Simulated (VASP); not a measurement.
# Te (R-3m) in VASP: notebook, part 2 of 2

VASP 6.6.1.

## (3) Relaxation of cell and atoms, BLYP

INCAR reads:

```
SYSTEM = Te
  AGGAC = 1.0
  AGGAX = 1.0
  ALDAC = 0.0
  ALDAX = 1.0
  ALGO = Normal
  EDIFF = 1E-7
  EDIFFG = -0.01
  ENCUT = 600
  GGA = B5
  IBRION = 2
  ISIF = 3
  ISMEAR = -1
  LASPH = .TRUE.
  LCHARG = .FALSE.
  LREAL = .FALSE.
  LWAVE = .FALSE.
  NELM = 80
  NSW = 40
  PREC = Accurate
  SIGMA = 0.05
```

KPOINTS reads:

```
k-points
0
G
  9 9 9
  0 0 0
```

POSCAR reads:

```
Te
1.0
    2.3059043427      1.3313144930      1.6909537039
   -2.3059043427      1.3313144930      1.6909537039
    0.0000000000     -2.6626289860      1.6909537039
Te
1
Direct
    0.5000000000      0.5000000000      0.5000000000
```

Potentials or basis: VASP PAW PBE potentials, release 64 (Te).

Command:

```sh
cat potpaw_PBE.64/Te/POTCAR > POTCAR
mpirun -np 1 vasp_std > vasp.out
```

OUTCAR:

```text
SYSTEM = Te
   EDIFF = 1E-7
   EDIFFG = -0.01
   ENCUT = 600
   GGA = B5
   IBRION = 2
   ISIF = 3
   ISMEAR = -1
   LASPH = .TRUE.
   LREAL = .FALSE.
   NELM = 80
   NSW = 40
   PREC = Accurate

 ion  position               nearest neighbor table
   1  0.500  0.500  0.500-

  LATTYP: Found a trigonal (rhomboedric) cell.
 ALAT       =     3.1541904739
 COS(alpha) =    -0.0688991668

  Lattice vectors:

 A1 = (   2.3059043427,   1.3313144930,   1.6909537039)
 A2 = (  -2.3059043427,   1.3313144930,   1.6909537039)
 A3 = (   0.0000000000,  -2.6626289860,   1.6909537039)

Analysis of symmetry for initial positions (statically):
=====================================================================
 Subroutine PRICEL returns:
 Original cell was already a primitive cell.

 Routine SETGRP: Setting up the symmetry group for a
[... 316 lines left out ...]
 fundamental gap:      0.0834998753
 Fermi energy:         5.7673513732

 k-point     1 :       0.0000    0.0000    0.0000
  band No.  band energies     occupation
      1      -7.2014      2.00000
      2       6.8055      0.00000
      3       6.8215      0.00000
      4       6.8215      0.00000
      5      12.0930      0.00000
      6      12.0930      0.00000
      7      12.2689      0.00000
[... 264 lines left out ...]
--------------------------------------- Ionic step       10  -------------------------------------------

 number of electron       5.9999999 magnetization

 Free energy of the ion-electron system (eV)
  ---------------------------------------------------
  ext. energy  EPLUGINS =         0.00000000
  ---------------------------------------------------
  free energy    TOTEN  =        -2.48547611 eV

  energy without entropy =       -2.47889058  energy(sigma->0) =       -2.48218334

 E-fermi :   5.6709     XC(G=0):  -8.2490

 val. band max:        5.6317872822   @ k =  -0.1111   0.1111   0.0000
 cond. band min:       5.7156273036   @ k =  -0.1111   0.1111   0.1111
 fundamental gap:      0.0838400214
 Fermi energy:         5.6709275764

 k-point     1 :       0.0000    0.0000    0.0000
  band No.  band energies     occupation
      1      -7.2449      2.00000
      2       6.6969      0.00000
      3       6.7166      0.00000
      4       6.7166      0.00000
      5      12.0054      0.00000
      6      12.0054      0.00000
      7      12.1414      0.00000
[... 258 lines left out ...]
  FREE ENERGIE OF THE ION-ELECTRON SYSTEM (eV)
  ---------------------------------------------------
  free  energy   TOTEN  =        -2.4854761079 eV

  energy  without entropy=       -2.4788905754  energy(sigma->0) =       -2.48218334

 reached required accuracy - stopping structural energy minimisation
```

OSZICAR:

```text
N       E                     dE             d eps       ncg     rms          rms(c)
DAV:   1     0.217141257762E+02    0.21714E+02   -0.27781E+03  1190   0.763E+02
DAV:   2    -0.179212879489E+01   -0.23506E+02   -0.22720E+02  1610   0.858E+01
DAV:   3    -0.237400248767E+01   -0.58187E+00   -0.57274E+00  1407   0.189E+01
[... 98 lines left out ...]
DAV:   5    -0.248547685349E+01    0.92361E-06   -0.39798E-07  1323   0.464E-03    0.307E-02
DAV:   6    -0.248547641570E+01    0.43779E-06   -0.19571E-07  1435   0.325E-03    0.603E-03
DAV:   7    -0.248547622899E+01    0.18671E-06   -0.54229E-09   700   0.622E-04    0.238E-03
DAV:   8    -0.248547607416E+01    0.15482E-06   -0.56260E-09   679   0.632E-04    0.785E-04
DAV:   9    -0.248547610792E+01   -0.33762E-07   -0.56269E-10   651   0.241E-04
  10 F= -.24854761E+01 E0= -.24821833E+01  d E =-.107199E-03
```

CONTCAR:

```text
Te
   1.00000000000000
     2.3383625112255069    1.3500542253361310    1.9000298405116773
    -2.3383625112255060    1.3500542253361310    1.9000298405116773
     0.0000000000000002   -2.7001084506722615    1.9000298405116789
  Te
     1
Direct
     0.5000000000000000    0.5000000000000000    0.5000000000000000

  0.00000000E+00  0.00000000E+00  0.00000000E+00
```

Run time: 2.4 min. Hardware: 1 thread of AMD EPYC 9R45 (Zen 5), shared host; peak memory 0.15 GiB.

What came out:

| Item | Value |
| --- | --- |
| Free energy | -2.4855 eV |
| Relaxed volume | 35.99 Å³/atom |
| Relaxed cell | a = 3.302 Å, b = 3.302 Å, c = 3.302 Å, α = 90.18°, β = 90.18°, γ = 90.18° |
| Space group after relaxing (to 0.05 Å) | Pm-3m (No. 221) |
| Energy gained by relaxing | 102.7 meV/atom |
| Ionic steps | 10 |
| Pressure after relaxing | 0.0 GPa |
| Band gap on the k mesh | none (metal or under the smearing width) |

Step by step:
| step | energy change (eV) | largest force (eV/Å) | pressure (GPa) | volume (Å³) |
| --- | --- | --- | --- | --- |
| 1 | 0.0000 | 0.0000 | 7.37 | 31.15 |
| 2 | -0.0769 | 0.0000 | -2.07 | 38.06 |
| 3 | -0.0927 | 0.0000 | 0.02 | 35.72 |
| 4 | -0.0927 | 0.0000 | -0.08 | 35.82 |
| 5 | -0.0953 | 0.0000 | -0.09 | 35.88 |
| 6 | -0.1007 | 0.0000 | -0.13 | 36.04 |
| 7 | -0.1016 | 0.0000 | -0.29 | 36.24 |
| 8 | -0.1026 | 0.0000 | -0.19 | 36.17 |
| 9 | -0.1024 | 0.0000 | 0.32 | 35.70 |
| 10 | -0.1027 | 0.0000 | 0.00 | 35.99 |

Final structure:
```
Te
1.0
     2.33836    1.35005    1.90003
    -2.33836    1.35005    1.90003
     0.00000   -2.70011    1.90003
Te
1
Direct
  0.50000 0.50000 0.50000
```

Caveat: the volume moved by over 15 % at a fixed basis, so the end points are rough; the PAW data sets were made with another functional, which shifts forces and pressure a little.
